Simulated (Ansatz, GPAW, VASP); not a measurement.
**GaSb: programs and potentials compared**

```
Sb Ga
1.0
     0.00000    3.05900    3.05900
     3.05900    0.00000    3.05900
     3.05900    3.05900    0.00000
Sb Ga
1 1
Cartesian
  4.5885 4.5885 4.5885
  0.0000 0.0000 0.0000
```

Alike in all runs: task single point; functional PBE; k mesh 8 × 8 × 8; occupations gaussian, width 0.027 eV; no spin polarisation; no spin-orbit coupling. Pressure is positive in compression and, in plane waves, holds the error of the finite cutoff.

```tsv
program and potentials	plane-wave cutoff (eV)	notes	band gap (eV)	pressure (GPa)
VASP, PBE PAW files Ga_d, Sb, 520 eV	520	-	0.04	2.40
GPAW, GPAW PAW data sets (gpaw-data 1.2.1)	600	-	0.09	2.31
Ansatz, all-electron LAPW, scalar-relativistic	-	-	0.04	2.31
```

The band gap spans 0.04 (VASP, PBE PAW files Ga_d, Sb, 520 eV) to 0.09 eV (GPAW, GPAW PAW data sets (gpaw-data 1.2.1)), with all-electron results at 0.04. The pressure spans 2.31 (Ansatz, all-electron LAPW, scalar-relativistic) to 2.40 GPa (VASP, PBE PAW files Ga_d, Sb, 520 eV), with all-electron results at 2.31. Spin-orbit coupling, left out here, moves the band edges of heavy atoms.

The functional is the same throughout but for its coding, so the spread measures potentials, basis and numerics; runs on potential files found faulty are left out.

All three calculations leave GaSb with almost no gap, whereas the real crystal is a semiconductor with a clear direct gap. The likely cause is the semilocal functional, which lacks the derivative discontinuity and places the conduction-band minimum too low. That minimum is an antibonding s-like state at the zone centre, while the valence top is mainly Sb p. The s state has weight near the nuclei and so responds strongly to the treatment of the core, which probably explains why GPAW gives 0.09 eV against 0.04 eV in the all-electron run.

The positive pressures show that PBE favours a larger cell than the one used, in line with its usual underbinding of semiconductors with heavier atoms. Relaxing the cell would probably narrow the gap further, because expansion lowers the antibonding s state relative to the valence top. Neither plane-wave run is closer to the all-electron reference overall: VASP matches its gap and GPAW its pressure, so agreement in one quantity does not vouch for the other.
